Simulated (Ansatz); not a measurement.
# SnTe (Fm-3m) in Ansatz: notebook

One crystal, SnTe, is run at these levels: PBE, HSE06, PBE0; tasks: single point.

All numbers are computed with Ansatz 0.2.0; they aren't measurements. Logs are shortened: lines on timing, memory, paths and dates and some standing lists are left out, and cuts for length are marked.

**The experiment to reproduce.**

From a printed reference work, textbook, for a bulk crystal of SnTe at 300 K: band gap 0.18 eV (direct).

The runs below are set against these values where they give the same quantity.

### 1 The structure

Symmetry: Fm-3m, No. 225, cubic system. The conventional cell has a = 6.302 Å, b = 6.302 Å, c = 6.302 Å, α = 90.00°, β = 90.00°, γ = 90.00°. Te (site symmetry m-3m) has 6 Sn at 3.15 Å as nearest neighbours. Sn (site symmetry m-3m) has 6 Te at 3.15 Å as nearest neighbours.

### 2 Single point, PBE

Input file input.yaml:

```yaml
crystal:
  lattice:
    - [0.0, 3.15085, 3.15085]
    - [3.15085, 0.0, 3.15085]
    - [3.15085, 3.15085, 0.0]
  atoms:
    - { symbol: Te, position: [0.5, 0.5, 0.5] }
    - { symbol: Sn, position: [0.0, 0.0, 0.0] }
kpoints:
  mp_grid: { grid: [6, 6, 6] }
scf:
  occupations: { method: fermi_dirac, width: 0.05 }
hamiltonian:
  xc: pbe
  pseudopotentials: { kind: all_electron, datasets: crystal }
output:
  forces: true
  stress: true
  eigenvalues: true
```

Potentials or basis: all-electron PAW datasets made for the crystal.

The run is started by

```console
$ ansatz run input.yaml --threads 1 --pin off --max-ram 3072MiB --backend cpu --events-out ev --progress --plain --runs-dir out
```

The program printed:

```text
Warning: RAYON_NUM_THREADS=1 ignored (pool sized by the plan → 1); use --threads N
hamiltonian.pseudopotentials.datasets: crystal makes datasets for this crystal and solves the spheres of its atoms anew in each pass: cutoff 240.0 eV, the density's 960.0 eV; for an error of 0.50 meV an atom under PBE, 1.0 meV for the cell; an energy difference from a run of another recipe may be off by several times the error for the cell, under r2SCAN by more, where some 0.1 meV an atom stays at smaller errors; Sn in spheres of 1.376 Å, 14 of its electrons in bands; Te in spheres of 1.376 Å, 6 of its electrons in bands, 10 on its site; only band paths and densities of states list, in semicore columns, the levels of the semicore shells that are solved separately: 4d of Te
Engine: ansatz 0.2.0, x86_64-unknown-linux-gnu
Pseudopotentials: kind: all_electron
Pseudopotential: Te, paw, valence charge 16, recommended cutoff 240 eV (normal), crystal/all_electron/pbe/scalar/gaussian/Te, Koelling and Harmon's equation, gaussian nucleus
Pseudopotential: Sn, paw, valence charge 14, recommended cutoff 240 eV (normal), crystal/all_electron/pbe/scalar/gaussian/Sn, Koelling and Harmon's equation, gaussian nucleus
Functional definition: PBE
  parameter kappa = 0.804
  parameter beta = 0.06672455060314922
  exchange = pbe_x(kappa = kappa, mu = beta*pi^2/3)
  correlation = pbe_c(beta = beta)
Crystal: 2 atoms, lattice volume = 62.562 Å³
Basis set: ecut = 240 eV, 531 PW (Γ), exchange–correlation on 48×48×48 points (8 copies of the dense FFT grid, shifted against one another)
Bands: 14, of which v1, the nominal top of the filled ones, is band 10 counted from 1 (9 counted from 0)
Symmetry: 48 space group operations
Space group: Fm-3m (ITA 225), of the structure as read, at distance tolerance 4.0e-5 Å
k-points: 16 of 216
Non-local potential: Te, projectors of the file, l = 0: 1, l = 1: 1
Non-local potential: Sn, projectors of the file, l = 0: 1, l = 1: 1, l = 2: 2
PAW form: soft (Blöchl's): semilocal exchange-correlation on the pseudo side does not see the compensation charge
PAW one-centre angular grid: Te, 110 points (default); XC on its mesh's 1857 points in the sphere
PAW one-centre angular grid: Sn, 590 points (default); XC on its mesh's 1863 points in the sphere
Initial density: superposition of atomic densities (neutral atoms: chi_scale 0, normalization atom)
Initial wavefunctions: pseudopotential atomic-orbital guess
Functional: x = pbe(κ = 0.804, μ = 0.2195149727645171), c = pbe(β = 0.06672455060314922)
iter 1 solved again at ethr=1.20e-3 eV; its pass at ethr=1.00e-1 eV (dr2=2.40e-1 eV) is discarded
SCF iter   1: F=—  HF=-352974.412964 eV  |F-HF|=—  |Δ(HF+E_count)|=         —  Δρ=1.41e-2  dr2=2.41e-1  ethr=1.20e-3  ⟨swp⟩=4.7  Hψ=1343  notcnv=0
preconditioner: auto → Kerker (q_TF=auto, 2.256 Å⁻¹)  [metal: Δε(μ)=0.054 eV  Ē_g=8.743 eV  σ=0.050 eV  W_gap=0.26  n_scr=14 (ndim 8)  ℏωp=14.8 eV  f_vac=0.000  D(μ)=0.35/eV (n_scr^D=0)]
SCF iter   2: F=—  HF=-352974.370914 eV  |F-HF|=—  |Δ(HF+E_count)|=   4.20e-2  Δρ=8.53e-3  dr2=8.11e-2  ethr=1.20e-3  ⟨swp⟩=3.1  Hψ=479  notcnv=0  defer=1
iter 3 solved again at ethr=2.32e-5 eV; its pass at ethr=4.06e-4 eV (dr2=4.64e-3 eV) is discarded
SCF iter   3: F=—  HF=-352974.356622 eV  |F-HF|=—  |Δ(HF+E_count)|=   1.43e-2  Δρ=2.46e-3  dr2=4.55e-3  ethr=2.32e-5  ⟨swp⟩=2.0  Hψ=983  notcnv=0
SCF iter   4: F=—  HF=-352974.356641 eV  |F-HF|=—  |Δ(HF+E_count)|=   1.85e-5  Δρ=1.25e-3  dr2=1.11e-3  ethr=2.27e-5  ⟨swp⟩=2.0  Hψ=387  notcnv=0
SCF iter   5: F=—  HF=-352974.356959 eV  |F-HF|=—  |Δ(HF+E_count)|=   3.18e-4  Δρ=1.68e-4  dr2=2.28e-5  ethr=5.54e-6  ⟨swp⟩=3.0  Hψ=552  notcnv=0
SCF iter   6: F=—  HF=-352974.356990 eV  |F-HF|=—  |Δ(HF+E_count)|=   3.15e-5  Δρ=8.32e-5  dr2=7.38e-6  ethr=1.14e-7  ⟨swp⟩=3.1  Hψ=539  notcnv=0
SCF iter   7: F=—  HF=-352974.357000 eV  |F-HF|=—  |Δ(HF+E_count)|=   9.25e-6  Δρ=3.60e-5  dr2=1.45e-6  ethr=3.69e-8  ⟨swp⟩=3.0  Hψ=455  notcnv=0
SCF iter   8: F=—  HF=-352974.357001 eV  |F-HF|=—  |Δ(HF+E_count)|=   1.48e-6  Δρ=1.02e-5  dr2=1.41e-7  ethr=7.25e-9  ⟨swp⟩=3.1  Hψ=469  notcnv=0
SCF iter   9: F=-352974.357001 eV  HF=-352974.357001 eV  |F-HF|=1.16e-10  |Δ(HF+E_count)|=   4.60e-8  Δρ=2.04e-6  dr2=2.59e-9  ethr=7.06e-10  ⟨swp⟩=3.0  Hψ=550  notcnv=0
SCF 1 converged in 9 iterations: F = -352974.357002 eV  dr2 = 2.59e-9
  Residual-converged pass: ⟨swp⟩=2.5  Hψ=394  notcnv=0  max |occ|·‖R‖ = 5.1e-6 eV (tolerance 5.3e-6 eV)  dr2=2.59e-9  dr2_onsite=2.89e-9  max |Δocc| = 4.3e-9
SCF converged after 9 iterations
Free energy (F): -352974.357002 eV
Harris-Foulkes:  -352974.357002 eV  (|F-HF|=1.16e-10)
Internal energy: -352974.354760 eV  (E = F + TS)
E sigma→0 (E₀):  -352974.355881 eV
Entropy (-TS):   -0.002241 eV (-1.121 meV/atom)
Past the cutoff: the bands carry plane waves up to 1.75 times it, of which those up to 1.5 times it add -0.000246 eV an atom, each by itself; the spheres take 0.000425 eV an atom off the energy for waves past 1.75 times it
By the cutoff:   a pressure is off by up to 0.007 GPa (1.2 times the spheres' own share and the shells' term, over an atom's volume, and 0.004 GPa: a bound that held against runs at twice the plane waves)
Past the cutoffs: a stress includes 0.0013 GPa for waves and charges beyond them, in addition to the slope of what the spheres take
In the spheres:  the bands' charges fall short by 2.8e-7 e at most (sound up to 1e-3), those of shells solved beside the bands by 3.6e-7 e (sound up to 5e-4)
Fermi energy:    12.107201 eV
--- Per-component energies (eV) ---
  E_band       = -32.597468
  E_kinetic    = 170.351811
  E_local      = -2447.296465  (includes V_loc(G=0)·N_el)
  E_nonlocal   = 206.125269
  E_hartree    = 1152.630007
  E_xc         = -151.770514
  E_vxc        = -171.342713  (∫ρ·V_xc dr)
  E_paw        = -356943.367530  (= ΣΔE_a)
  E_vpaw       = -8060.158366  (= ΣTr[D̂ρ^β])
  E_ewald      = -2925.490525
  E_smearing   = -0.002241  (= −TS)
  E_closure    = 7964.463187  (closes the sum)
  Σ components = -352974.357002   (vs F -352974.357002, Δ=0.00e0)
  The terms above E_closure are by the made datasets' own strengths, without shells solved beside the bands.
--- Forces (eV/Å), atoms counted from 1 ---
  atom   1  Te     0.00000000    -0.00000000     0.00000000
  atom   2  Sn    -0.00000000    -0.00000000     0.00000000
  max |Σ_I F_I| component: 1.51e-29 eV/Å
--- Stress (GPa, compression-positive) ---
        2.293182      -0.000000       0.000000
        0.000000       2.293182       0.000000
        0.000000      -0.000000       2.293182
  P = ⅓ Tr σ = 2.2932 GPa (22.932 kbar)
  It holds what live shells' own plane waves past their cutoff add
--- Band table (eV; the first three rows and the last of 16) ---
  k-point 0: bands = ["-9.8733", "-9.8733", "-9.8682", "-9.8682", "-9.8682", "-0.7586", "7.3662", "9.9033", "9.9033", "9.9033", "15.3985", "15.3985", "15.3985", "16.8204"]
  k-point 1: bands = ["-9.8746", "-9.8746", "-9.8678", "-9.8667", "-9.8667", "-0.5274", "6.2441", "9.9462", "9.9462", "10.6531", "14.3503", "14.3503", "14.3980", "16.8110"]
  k-point 2: bands = ["-9.8778", "-9.8778", "-9.8671", "-9.8632", "-9.8632", "0.0746", "4.5654", "10.1011", "10.1011", "11.4488", "13.0010", "13.0010", "13.0588", "17.9258"]
  k-point 15: bands = ["-9.8876", "-9.8723", "-9.8685", "-9.8613", "-9.8576", "0.8886", "4.8538", "6.8190", "7.6958", "10.1572", "14.1617", "15.5010", "17.4442", "17.6474"]
  guard bands above this table: 0 of the run's 14 bands, where the rule asks 2: the bands that hold charge and the lowest empty level above them stay in the table. A level can be missing at the table's top as with no guard band: raise scf.n_extra_bands
```

Run time: 4 s. Hardware: 1 thread of AMD EPYC 7R43 (Zen 3), shared host; peak memory 0.49 GiB.

What came out:

```
Free energy            : -352974.3570 eV
Pressure               : 2.3 GPa
Band gap on the k mesh : 0.10 eV, direct
```

Levels at points of the mesh, in eV from the valence-band top:
```csv
k point,band 8,band 9,band 10,band 11,band 12,band 13
"(0.00, 0.00, 0.00)",-2.16,-2.16,-2.16,3.34,3.34,3.34
"(0.00, 0.00, -0.50)",-1.82,-1.82,0.00,0.10,0.36,0.36
"(0.00, -0.50, -0.50)",-5.59,-3.76,-3.76,2.17,4.91,4.91
```

Caveat: spin-orbit coupling is left out, which moves the levels of the heavy elements.

### 3 Single point, HSE06

Changes to input.yaml since step 2:

```diff
@@ -13,3 +13,3 @@
 hamiltonian:
-  xc: pbe
+  xc: hse06
   pseudopotentials: { kind: all_electron, datasets: crystal }
@@ -18,2 +18 @@
   stress: true
-  eigenvalues: true
```

Potentials or basis: all-electron PAW datasets made for the crystal.

The run is started by

```console
$ ansatz run input.yaml --threads 1 --pin off --max-ram 3072MiB --backend cpu --events-out ev --progress --plain --runs-dir out
```

It took 6.3 min on 1 thread of AMD EPYC 7R43 (Zen 3), shared host; peak memory 0.99 GiB.

Results (log left out):

```yaml
Free_energy: -352973.8321 eV
Pressure: 1.3 GPa
Band_gap_on_the_k_mesh: 0.11 eV, direct
```

Levels at points of the mesh, in eV from the valence-band top:
| k point | band 11 | band 12 | band 13 | band 14 | band 15 | band 16 | band 17 | band 18 | band 19 |
| --- | --- | --- | --- | --- | --- | --- | --- | --- | --- |
| (0.00, 0.00, 0.00) | -14.40 | -5.13 | -2.65 | -2.65 | -2.65 | 3.76 | 3.76 | 3.76 | 5.05 |
| (0.00, 0.00, -0.50) | -12.93 | -9.47 | -2.30 | -2.30 | 0.00 | 0.11 | 0.42 | 0.42 | 8.27 |
| (0.00, -0.50, -0.50) | -12.58 | -7.26 | -6.47 | -4.42 | -4.42 | 2.29 | 5.47 | 5.47 | 7.05 |

Caveat: spin-orbit coupling is left out, which moves the levels of the heavy elements.

### 4 Single point, PBE0

Changes to input.yaml since step 3:

```diff
@@ -13,3 +13,3 @@
 hamiltonian:
-  xc: hse06
+  xc: pbe0
   pseudopotentials: { kind: all_electron, datasets: crystal }
```

The run is started by

```console
$ ansatz run input.yaml --threads 1 --pin off --max-ram 3072MiB --backend cpu --events-out ev --progress --plain --runs-dir out
```

Run time: 6.3 min. Hardware: 1 thread of AMD EPYC 7R43 (Zen 3), shared host; peak memory 0.97 GiB.

It converged, with:

```
Free energy            : -352972.2020 eV
Pressure               : 1.6 GPa
Band gap on the k mesh : 0.61 eV, direct
```

Levels at points of the mesh, in eV from the valence-band top:
```csv
k point,band 11,band 12,band 13,band 14,band 15,band 16,band 17
"(0.00, 0.00, 0.00)",-14.59,-5.29,-2.77,-2.77,-2.77,4.36,4.36
"(0.00, 0.00, -0.50)",-13.11,-9.68,-2.37,-2.37,0.00,0.61,0.91
"(0.00, -0.50, -0.50)",-12.76,-7.46,-6.67,-4.58,-4.58,2.85,6.10
```

Caveat: spin-orbit coupling is left out, which moves the levels of the heavy elements.

### 5 The runs side by side

```tsv
level	cutoff (eV)	gap on the mesh (eV)	pressure (GPa)
PBE	240	0.10	2.3
HSE06	270	0.11	1.3
PBE0	270	0.61	1.6
```

Alike in all rows: task single point; potentials or basis all-electron PAW datasets made for the crystal; no spin polarisation; cell as given; k mesh 6 × 6 × 6; smearing fermi-dirac 0.05 eV.

On the cell as given the gap runs from 0.10 eV (PBE) to 0.61 eV (PBE0). The pressure there spans 1.3 GPa (HSE06) to 2.3 GPa (PBE); a positive pressure means that this level wants a larger cell, a negative one a smaller.

Caveats: spin-orbit coupling is left out, which moves the levels of the heavy elements.

Compare energies only between runs with the same functional and basis.

### 6 Against experiment

Step 2. Measured gap of SnTe: 0.18 eV (direct; 300 K; a printed reference work, textbook). This calculation gives 0.10 eV (-0.08 eV). Spin-orbit coupling on Sn, Te is left out. The value is that of PBE on a finite k mesh, which can miss the band edges, without temperature or zero-point motion. Semilocal functionals fall short of measured gaps as a rule.

Step 3. A measured gap of SnTe is 0.18 eV (direct; 300 K; a printed reference work, textbook); the calculated 0.11 eV misses it by -0.07 eV. Spin-orbit coupling on Sn, Te is left out. The value is that of HSE06 on a finite k mesh, which can miss the band edges, without temperature or zero-point motion.

Step 4. A measured gap of SnTe is 0.18 eV (direct; 300 K; a printed reference work, textbook); the calculated 0.61 eV misses it by +0.43 eV. Spin-orbit coupling on Sn, Te is left out. The value is that of PBE0 on a finite k mesh, which can miss the band edges, without temperature or zero-point motion.
